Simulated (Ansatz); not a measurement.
# CuAu3 (Pm-3m) in Ansatz: reference runs

Aim: a first look at CuAu3 with PBEsol, on the cell as given and on a disturbed one.

All numbers are computed with Ansatz 0.2.0; they aren't measurements. Logs are shortened: lines on timing, memory, paths and dates and some standing lists are left out, and cuts for length are marked.

### 1 The crystal as given

It takes space group Pm-3m (No. 221, cubic). The conventional cell has a = 3.980 Å, b = 3.980 Å, c = 3.980 Å, α = 90.00°, β = 90.00°, γ = 90.00°. Around Au (site symmetry 4/mmm) lie 8 Au at 2.81 Å and 4 Cu at 2.81 Å. Cu (site symmetry m-3m) has 12 Au at 2.81 Å as nearest neighbours.

### 2 Single point, PBEsol

input.yaml

```yaml
crystal:
  lattice:
    - [3.98, 0.0, 0.0]
    - [0.0, 3.98, 0.0]
    - [0.0, 0.0, 3.98]
  atoms:
    - { symbol: Au, position: [0.5, 0.5, 0.0] }
    - { symbol: Au, position: [0.5, 0.0, 0.5] }
    - { symbol: Au, position: [0.0, 0.5, 0.5] }
    - { symbol: Cu, position: [0.0, 0.0, 0.0] }
kpoints:
  mp_grid: { grid: [7, 7, 7] }
scf:
  occupations: { method: fermi_dirac, width: 0.05 }
hamiltonian:
  xc: pbesol
  pseudopotentials: { kind: all_electron, lapw: { basis_error: 0.001 } }
output:
  forces: true
  stress: true
  eigenvalues: true
  populations: true
```

Potentials or basis: all-electron LAPW, scalar-relativistic.

Command:

```sh
$ ansatz run input.yaml --threads 2 --pin off --max-ram 8192MiB --backend cpu --events-out ev --progress --plain --runs-dir out
```

The log of the run:

```text
Warning: RAYON_NUM_THREADS=2 ignored (pool sized by the plan → 2); use --threads N
Au: projections on atomic orbitals take those of the free atom 1s2 2s2 2p6 3s2 3p6 3d10 4s2 4p6 4d10 4f14 5s2 5p6 5d10 6s1, of charge +0.00 (hamiltonian.pseudopotentials.projection_atoms)
Cu: projections on atomic orbitals take those of the free atom 1s2 2s2 2p6 3s2 3p6 3d10 4s1, of charge +0.00 (hamiltonian.pseudopotentials.projection_atoms)
LAPW: plane waves up to 8.301 Å⁻¹, error target 1.0e-3 eV per atom; small_component_spin mean_spin; Cu in spheres of 1.407 Å, 19 of its electrons in bands, Dirac shells []; Au in spheres of 1.407 Å, 43 of its electrons in bands, Dirac shells [] (how accurate: hamiltonian.pseudopotentials.lapw.basis_error, Limitations)
Engine: ansatz 0.2.0, x86_64-unknown-linux-gnu
Pseudopotentials: kind: all_electron
Pseudopotential: Au, LAPW, valence charge 43, lapw/all_electron/scalar/gaussian/Au, Koelling and Harmon's equation, gaussian nucleus
Pseudopotential: Cu, LAPW, valence charge 19, lapw/all_electron/scalar/gaussian/Cu, Koelling and Harmon's equation, gaussian nucleus
Functional definition: PBEsol
  exchange = pbesol_x
  correlation = pbesol_c
Crystal: 4 atoms, lattice volume = 63.045 Å³
Basis set: ecut = 262.54852631629547 eV, 619 PW (Γ), exchange–correlation at level 2
Bands: 89, of which v1, the nominal top of the filled ones, is band 74 counted from 1 (73 counted from 0)
Symmetry: 48 space group operations
Space group: Pm-3m (ITA 221), of the structure as read, at distance tolerance 4.0e-5 Å
k-points: 20 of 343
Non-local potential: Au, projectors of the file, none
Non-local potential: Cu, projectors of the file, none
Initial density: superposition of atomic densities (chi_scale 0.1, normalization cell, long waves kept (reshape's long-wave potential 0.00 eV rms))
Initial wavefunctions: plane waves of lowest kinetic energy (no species holds an atomic orbital)
Functional: x = pbesol(κ = 0.804, μ = 0.12345679012345678), c = pbesol(β = 0.046)
iter 1 solved again at ethr=2.06e-4 eV; its pass at ethr=1.00e-1 eV (dr2=3.04e-1 eV) is discarded
SCF iter   1: F=—  HF=-1596247.641006 eV  |F-HF|=—  |Δ(HF+E_count)|=         —  Δρ=2.86e-2  dr2=3.05e-1  ethr=2.06e-4  ⟨swp⟩=3.0  Hψ=11106  notcnv=0
preconditioner: auto → LDOS  [metal: Δε(μ)=0.079 eV  Ē_g=14.008 eV  σ=0.050 eV  W_gap=0.35  n_scr=26 (ndim 8)  ℏωp=31.0 eV  f_vac=0.029  D(μ)=1.55/eV (n_scr^D=6)  β→1.0]
SCF iter   2: F=—  HF=-1596249.933670 eV  |F-HF|=—  |Δ(HF+E_count)|=    2.29e0  Δρ=1.56e-2  dr2=2.04e-1  ethr=2.06e-4  ⟨swp⟩=3.0  Hψ=6025  notcnv=0  recentre
iter 3 solved again at ethr=1.32e-5 eV; its pass at ethr=1.38e-4 eV (dr2=1.95e-2 eV) is discarded
SCF iter   3: F=—  HF=-1596246.112358 eV  |F-HF|=—  |Δ(HF+E_count)|=    3.82e0  Δρ=7.45e-3  dr2=1.95e-2  ethr=1.32e-5  ⟨swp⟩=2.0  Hψ=9406  notcnv=0
SCF iter   4: F=—  HF=-1596246.026614 eV  |F-HF|=—  |Δ(HF+E_count)|=   8.57e-2  Δρ=2.22e-3  dr2=2.65e-3  ethr=1.32e-5  ⟨swp⟩=2.0  Hψ=5169  notcnv=0
SCF iter   5: F=—  HF=-1596246.024548 eV  |F-HF|=—  |Δ(HF+E_count)|=   2.07e-3  Δρ=8.70e-4  dr2=2.82e-4  ethr=1.79e-6  ⟨swp⟩=2.0  Hψ=5159  notcnv=0
SCF iter   6: F=—  HF=-1596246.024436 eV  |F-HF|=—  |Δ(HF+E_count)|=   1.11e-4  Δρ=2.98e-4  dr2=4.79e-5  ethr=1.91e-7  ⟨swp⟩=2.0  Hψ=5158  notcnv=0
SCF iter   7: F=—  HF=-1596246.024428 eV  |F-HF|=—  |Δ(HF+E_count)|=   8.47e-6  Δρ=9.31e-5  dr2=7.72e-6  ethr=3.24e-8  ⟨swp⟩=2.0  Hψ=5158  notcnv=0
SCF iter   8: F=—  HF=-1596246.024426 eV  |F-HF|=—  |Δ(HF+E_count)|=   2.10e-6  Δρ=5.39e-6  dr2=1.65e-8  ethr=5.22e-9  ⟨swp⟩=2.0  Hψ=5158  notcnv=0
SCF iter   9: F=-1596246.024426 eV  HF=-1596246.024426 eV  |F-HF|=8.15e-9  |Δ(HF+E_count)|=   1.35e-8  Δρ=1.30e-6  dr2=1.31e-9  ethr=1.76e-11 (applied; sched 1.12e-11)  ⟨swp⟩=2.8  Hψ=5197  notcnv=0
SCF 1 converged in 9 iterations: F = -1596246.024426 eV  dr2 = 1.31e-9
SCF converged after 9 iterations
Free energy (F): -1596246.024426 eV
Harris-Foulkes:  -1596246.024426 eV  (|F-HF|=8.15e-9)
Internal energy: -1596246.011635 eV  (E = F + TS)
E sigma→0 (E₀):  -1596246.018030 eV
Entropy (-TS):   -0.012791 eV (-3.198 meV/atom)
Fermi energy:    23.405252 eV
--- Per-component energies (eV) ---
  E_band       = -11999.803798
  E_kinetic    = 1813672.312565
  E_xc         = -31118.133162
  E_electrostatic = -3378800.191038  (all electrons and nuclei)
  E_smearing   = -0.012791  (= −TS)
  E_closure    = 0.000000  (closes the sum)
  E_atoms      = -1596229.825346  (free atoms, spherical and without spin; not in F)
  Σ components = -1596246.024426   (vs F -1596246.024426, Δ=0.00e0)
  Basis errors (estimates in eV, not in F): energy 1.8e-4 per atom: plane waves 1.5e-4 (1.1e-4 summed), levels above the bands 1.4e-148, relativity 4.3e-9, radial functions 3.0e-5, core shells 3.1e-8; eigenvalues (radial functions only) 2.3e-6; not estimated: angular momenta, meshes, grids; target (lapw.basis_error) 1.0e-3; muffin-tin radii Cu 1.407 Å, Au 1.407 Å
--- Forces (eV/Å), atoms counted from 1 ---
  atom   1  Au    -0.00000000     0.00000000     0.00000000
  atom   2  Au     0.00000000     0.00000000    -0.00000000
  atom   3  Au    -0.00000000     0.00000000    -0.00000000
  atom   4  Cu     0.00000000    -0.00000000     0.00000000
  max |Σ_I F_I| component: 9.33e-30 eV/Å
--- Stress (GPa, compression-positive) ---
       -0.998992      -0.000000       0.000000
       -0.000000      -0.998992       0.000000
        0.000000       0.000000      -0.998992
  P = ⅓ Tr σ = -0.9990 GPa (-9.990 kbar)
--- Band table (eV; the first three rows and the last of 20) ---
  k-point 0: bands = ["-299.3718", "-299.3718", "-299.3718", "-299.3718", "-299.3718", "-299.3718", "-299.3683", "-299.3683", "-299.3683", "-299.3635", "-299.3635", "-299.3635", "-299.3486", "-299.3486", "-299.3486", "-88.2661", "-82.2910", "-82.2733", "-82.2733", "-55.3406", "-55.3398", "-55.3398", "-55.3369", "-55.3369", "-55.3369", "-55.3269", "-55.3269", "-55.3269", "-55.3267", "-55.3267", "-55.3267", "-55.3241", "-55.3241", "-55.3241", "-55.3238", "-55.3238", "-55.3238", "-55.3168", "-55.3168", "-55.3168", "-45.8135", "-45.8135", "-45.8135", "-33.7819", "-33.7819", "-33.7819", "-33.6443", "-33.6443", "-33.6443", "-33.5814", "-33.5814", "-33.5814", "13.4529", "15.9315", "16.7652", "16.7652", "16.7652", "16.8786", "16.8786", "19.3226", "19.3226", "19.3226", "20.5986", "20.5986", "21.5591", "21.8126", "21.8126", "21.9339", "21.9339", "21.9339", "22.0172", "22.0172", "22.0172", "24.4051", "24.4051", "24.4051", "29.4095", "29.4095", "30.2212", "33.1737", "33.1737", "33.1737", "34.5795", "34.5795", "34.5795", "39.0418", "40.7127", "40.7127", "41.3311"]
  k-point 1: bands = ["-299.3718", "-299.3718", "-299.3718", "-299.3718", "-299.3718", "-299.3718", "-299.3683", "-299.3683", "-299.3683", "-299.3635", "-299.3635", "-299.3635", "-299.3486", "-299.3486", "-299.3486", "-88.2661", "-82.2902", "-82.2740", "-82.2733", "-55.3406", "-55.3399", "-55.3398", "-55.3369", "-55.3369", "-55.3369", "-55.3269", "-55.3269", "-55.3269", "-55.3267", "-55.3267", "-55.3267", "-55.3241", "-55.3241", "-55.3241", "-55.3238", "-55.3238", "-55.3238", "-55.3168", "-55.3168", "-55.3168", "-45.8135", "-45.8135", "-45.8135", "-33.7765", "-33.7765", "-33.7724", "-33.6457", "-33.6457", "-33.6445", "-33.5916", "-33.5854", "-33.5854", "13.6939", "16.0758", "16.8307", "16.8920", "16.8920", "16.9154", "17.0594", "19.2242", "19.3495", "19.3495", "20.4363", "20.6286", "21.2675", "21.2675", "21.3846", "21.7136", "21.7656", "21.8540", "21.8540", "21.9343", "22.0173", "23.1015", "25.2701", "25.2701", "29.3504", "29.5727", "31.4294", "33.1231", "33.1231", "33.2265", "33.8068", "34.6122", "34.6122", "39.1806", "40.6938", "41.8365", "42.1472"]
  k-point 2: bands = ["-299.3718", "-299.3718", "-299.3718", "-299.3718", "-299.3718", "-299.3718", "-299.3683", "-299.3683", "-299.3683", "-299.3635", "-299.3635", "-299.3635", "-299.3486", "-299.3486", "-299.3486", "-88.2661", "-82.2881", "-82.2761", "-82.2733", "-55.3405", "-55.3400", "-55.3398", "-55.3369", "-55.3369", "-55.3368", "-55.3269", "-55.3269", "-55.3269", "-55.3267", "-55.3267", "-55.3267", "-55.3241", "-55.3241", "-55.3241", "-55.3239", "-55.3239", "-55.3238", "-55.3168", "-55.3168", "-55.3168", "-45.8135", "-45.8135", "-45.8135", "-33.7630", "-33.7630", "-33.7459", "-33.6505", "-33.6505", "-33.6452", "-33.6200", "-33.5944", "-33.5944", "14.3780", "16.4424", "16.9650", "16.9993", "17.2628", "17.2628", "17.5519", "18.9826", "19.3352", "19.3352", "19.9914", "20.2769", "20.2769", "20.6629", "20.9235", "20.9872", "21.5180", "21.5180", "21.5754", "21.6647", "21.9352", "22.0178", "26.8835", "26.8835", "29.0686", "29.2069", "32.1485", "32.1485", "32.6721", "33.1632", "34.7084", "35.6298", "35.6298", "39.4935", "40.3113", "41.2638", "41.3537"]
  k-point 19: bands = ["-299.3718", "-299.3718", "-299.3718", "-299.3718", "-299.3718", "-299.3718", "-299.3683", "-299.3683", "-299.3683", "-299.3635", "-299.3635", "-299.3635", "-299.3486", "-299.3486", "-299.3486", "-88.2661", "-82.2797", "-82.2789", "-82.2789", "-55.3401", "-55.3401", "-55.3401", "-55.3373", "-55.3373", "-55.3359", "-55.3272", "-55.3272", "-55.3272", "-55.3265", "-55.3265", "-55.3265", "-55.3243", "-55.3243", "-55.3243", "-55.3236", "-55.3236", "-55.3236", "-55.3173", "-55.3166", "-55.3166", "-45.8136", "-45.8136", "-45.8136", "-33.8532", "-33.7391", "-33.7383", "-33.7383", "-33.6135", "-33.6135", "-33.5792", "-33.5792", "-33.5787", "16.1823", "16.2728", "16.3637", "16.3637", "18.4266", "18.4266", "18.5788", "19.0501", "19.3093", "19.3093", "19.7764", "19.7764", "20.8731", "20.8731", "21.1146", "21.5097", "21.5909", "21.7137", "21.7137", "21.8311", "21.8311", "22.9727", "23.1107", "23.1107", "26.6409", "26.6409", "27.2985", "28.2355", "38.1775", "38.4918", "38.4918", "38.5610", "39.5028", "39.6198", "39.6198", "41.0616", "41.0616"]
--- Löwdin populations: 4 sites ---
  site symbol       q [e]
     0     Au     78.8350
     1     Au     78.8350
     2     Au     78.8350
     3     Cu     28.7969
  spilling = 0.002624 (of n_electrons = 266.000000)
```

It took 22 s on 2 threads of Intel Xeon Platinum 8259CL at 2.50GHz (Skylake/Cascade Lake), shared host; peak memory 0.61 GiB.

What came out:

| Property | Result |
| --- | --- |
| Free energy | -1596246.0244 eV |
| Pressure | -1.0 GPa |
| Band gap on the k mesh | none (metal or under the smearing width) |

The run has no spin-orbit coupling, so splittings on Au are missing.

### 3 Single point, PBEsol (atoms moved at random, drawn with an rms of 0.05 Å)

Edit input.yaml of step 2 so:

```diff
@@ -6,6 +6,6 @@
   atoms:
-    - { symbol: Au, position: [0.5, 0.5, 0.0] }
-    - { symbol: Au, position: [0.5, 0.0, 0.5] }
-    - { symbol: Au, position: [0.0, 0.5, 0.5] }
-    - { symbol: Cu, position: [0.0, 0.0, 0.0] }
+    - { symbol: Au, position: [0.52201, 0.499826, -0.003287] }
+    - { symbol: Au, position: [0.491349, -0.006604, 0.49211] }
+    - { symbol: Au, position: [0.004882, 0.496545, 0.483895] }
+    - { symbol: Cu, position: [0.001037, 0.004599, 0.008342] }
 kpoints:
```

Potentials or basis: all-electron LAPW, scalar-relativistic.

Command:

```sh
$ ansatz run input.yaml --threads 2 --pin off --max-ram 8192MiB --backend cpu --events-out ev --progress --plain --runs-dir out
```

The log of the run:

```text
Warning: RAYON_NUM_THREADS=2 ignored (pool sized by the plan → 2); use --threads N
Au: projections on atomic orbitals take those of the free atom 1s2 2s2 2p6 3s2 3p6 3d10 4s2 4p6 4d10 4f14 5s2 5p6 5d10 6s1, of charge +0.00 (hamiltonian.pseudopotentials.projection_atoms)
Cu: projections on atomic orbitals take those of the free atom 1s2 2s2 2p6 3s2 3p6 3d10 4s1, of charge +0.00 (hamiltonian.pseudopotentials.projection_atoms)
LAPW: plane waves up to 8.598 Å⁻¹, error target 1.0e-3 eV per atom; small_component_spin mean_spin; Cu in spheres of 1.358 Å, 19 of its electrons in bands, Dirac shells []; Au in spheres of 1.365 Å, 43 of its electrons in bands, Dirac shells [] (how accurate: hamiltonian.pseudopotentials.lapw.basis_error, Limitations)
[... 3 set-up lines as earlier in the session ...]
[... 66 lines left out ...]
  k-point 2: bands = ["-299.3798", "-299.3794", "-299.3758", "-299.3713", "-299.3702", "-299.3694", "-299.3676", "-299.3669", "-299.3666", "-299.3641", "-299.3615", "-299.3590", "-299.3564", "-299.3468", "-299.3443", "-88.2744", "-82.2925", "-82.2774", "-82.2722", "-55.3480", "-55.3449", "-55.3383", "-55.3358", "-55.3351", "-55.3347", "-55.3344", "-55.3323", "-55.3320", "-55.3318", "-55.3255", "-55.3248", "-55.3247", "-55.3229", "-55.3224", "-55.3223", "-55.3220", "-55.3197", "-55.3195", "-55.3151", "-55.3125", "-45.8228", "-45.8218", "-45.8209", "-33.7735", "-33.7654", "-33.7461", "-33.6605", "-33.6517", "-33.6389", "-33.6193", "-33.5962", "-33.5951", "14.3736", "16.4343", "16.9526", "16.9696", "17.2397", "17.2815", "17.5640", "18.9535", "19.2982", "19.3386", "19.9382", "20.2672", "20.3033", "20.6492", "20.9377", "21.0167", "21.5106", "21.5178", "21.5938", "21.6674", "21.9339", "22.0134", "26.8709", "26.8783", "29.0656", "29.2021", "32.1454", "32.1651", "32.7123", "33.1932", "34.7002", "35.6265", "35.6530", "39.5314", "40.2143", "41.2241", "41.3148"]
  k-point 171: bands = ["-299.3798", "-299.3794", "-299.3758", "-299.3713", "-299.3702", "-299.3694", "-299.3676", "-299.3669", "-299.3666", "-299.3641", "-299.3615", "-299.3590", "-299.3564", "-299.3468", "-299.3443", "-88.2744", "-82.2889", "-82.2815", "-82.2717", "-55.3480", "-55.3449", "-55.3383", "-55.3358", "-55.3350", "-55.3348", "-55.3343", "-55.3323", "-55.3321", "-55.3318", "-55.3255", "-55.3248", "-55.3247", "-55.3229", "-55.3224", "-55.3223", "-55.3220", "-55.3197", "-55.3195", "-55.3151", "-55.3125", "-45.8228", "-45.8219", "-45.8209", "-33.7810", "-33.7258", "-33.7056", "-33.6938", "-33.6863", "-33.6348", "-33.6183", "-33.6102", "-33.5944", "15.6362", "16.7837", "17.2394", "17.4053", "17.6069", "17.7884", "18.3452", "18.4973", "18.6218", "18.6471", "19.3427", "19.7108", "19.8428", "20.1817", "20.3758", "20.6033", "21.2926", "21.3612", "21.5319", "21.6381", "21.7027", "21.8568", "26.7783", "27.0476", "28.1774", "28.2205", "32.3603", "32.8991", "33.9210", "34.4398", "34.8709", "35.6857", "38.0939", "38.3508", "39.8993", "40.1456", "41.3506"]
--- Löwdin populations: 4 sites ---
  site symbol       q [e]
     0     Au     78.8361
     1     Au     78.8366
     2     Au     78.8339
     3     Cu     28.7962
  spilling = 0.002621 (of n_electrons = 266.000000)
```

populations.tsv:

```text
# site	symbol	l	j	q
# orbitals = lowdin
# n_electrons = 266.000000
# spilling = 0.002621
# projection_atom_Au: 1s2 2s2 2p6 3s2 3p6 3d10 4s2 4p6 4d10 4f14 5s2 5p6 5d10 6s1
# projection_atom_Cu: 1s2 2s2 2p6 3s2 3p6 3d10 4s1
0	Au	0_1S	-	2.000000
0	Au	0_2S	-	1.999995
0	Au	0_3S	-	1.999935
0	Au	0_4S	-	1.999349
0	Au	0_5S	-	1.990751
0	Au	0_6S	-	1.122556
0	Au	1_2P	-	6.000000
0	Au	1_3P	-	5.999999
0	Au	1_4P	-	5.999987
0	Au	1_5P	-	5.998716
0	Au	2_3D	-	10.000000
0	Au	2_4D	-	9.999995
0	Au	2_5D	-	9.724778
0	Au	3_4F	-	13.999994
1	Au	0_1S	-	2.000000
1	Au	0_2S	-	1.999995
1	Au	0_3S	-	1.999935
1	Au	0_4S	-	1.999352
1	Au	0_5S	-	1.990787
1	Au	0_6S	-	1.122765
1	Au	1_2P	-	6.000000
1	Au	1_3P	-	5.999999
1	Au	1_4P	-	5.999987
1	Au	1_5P	-	5.998727
1	Au	2_3D	-	10.000000
1	Au	2_4D	-	9.999995
1	Au	2_5D	-	9.725083
1	Au	3_4F	-	13.999994
2	Au	0_1S	-	2.000000
2	Au	0_2S	-	1.999995
2	Au	0_3S	-	1.999934
2	Au	0_4S	-	1.999344
2	Au	0_5S	-	1.990685
2	Au	0_6S	-	1.121983
2	Au	1_2P	-	6.000000
2	Au	1_3P	-	5.999999
2	Au	1_4P	-	5.999987
2	Au	1_5P	-	5.998706
2	Au	2_3D	-	10.000000
2	Au	2_4D	-	9.999994
2	Au	2_5D	-	9.723326
2	Au	3_4F	-	13.999994
3	Cu	0_1S	-	1.999996
3	Cu	0_2S	-	1.999816
3	Cu	0_3S	-	1.995121
3	Cu	0_4S	-	0.979937
3	Cu	1_2P	-	5.999998
3	Cu	1_3P	-	5.999639
3	Cu	2_3D	-	9.821729
```

Run time: 6.7 min. Hardware: 2 threads of Intel Xeon Platinum 8259CL at 2.50GHz (Skylake/Cascade Lake), shared host; peak memory 2.1 GiB.

What came out:

```
Free energy            : -1596245.9791 eV
Pressure               : -0.4 GPa
Largest force          : 0.626 eV/Å
Band gap on the k mesh : none (metal or under the smearing width)
```

Forces on the atoms (eV/Å):
```
Au  -0.425 -0.093 -0.449
Au   0.247  0.194  0.274
Au   0.103 -0.024  0.465
Cu   0.075 -0.077 -0.289
```

Levels at points of the mesh, in eV from the Fermi level:
```tsv
k point	band 72	band 73	band 74	band 75	band 76	band 77
(0.00, 0.00, 0.00)	-1.39	-1.39	1.01	1.03	1.05	5.99
```

The run has no spin-orbit coupling, so splittings on Au are missing.
